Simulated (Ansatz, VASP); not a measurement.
**Two plane-wave programs on WS2**

```
CELL_PARAMETERS angstrom
0.00000 3.00794 3.00794
3.00794 0.00000 3.00794
3.00794 3.00794 0.00000
ATOMIC_POSITIONS crystal
W 0.00000 0.00000 0.00000
S 0.25000 0.25000 0.25000
S 0.75000 0.75000 0.75000
```

Measurements of this composition are mostly on another form, of space group No. 194.

Alike in both runs: task single point; functional PBEsol; k mesh 6 × 6 × 6; occupations gaussian, width 0.05 eV; collinear spin, ferromagnetic start.

|  | VASP | Ansatz |
| --- | --- | --- |
| version | VASP 6.6.1 | Ansatz 0.2.0 |
| potentials or method | VASP PAW PBE potentials, release 64 (W_sv, S) | Ansatz PAW |
| plane-wave cutoff (eV) | 520 | 420 |
| valence electrons in the cell | 26 | 26 |

Ansatz gave:

| Item | Value |
| --- | --- |
| gap on the k mesh at the Fermi level (eV) | none |
| pressure (GPa) | -10.9 |
| net moment per atom (μB) | 0.58 |
| size of the moment on the site where the two differ most (μB) | 1.19 |

What did VASP give for the same quantities?

gap on the k mesh at the Fermi level (eV): none; pressure (GPa): -10.7; net moment per atom (μB): 0.58; size of the moment on the site where the two differ most (μB): 1.40.

Site moments also hang on the region over which each program counts them. A gap of «none» marks a metal or a gap that the smearing closes.

Caveats: the PAW data sets were made with another functional, which shifts forces and pressure a little (VASP); the PAW data sets come from PBE, with cores solved anew for the run's functional, which leaves a small shift of forces and pressure (Ansatz). Spin-orbit coupling is left out, which matters for the levels of W.
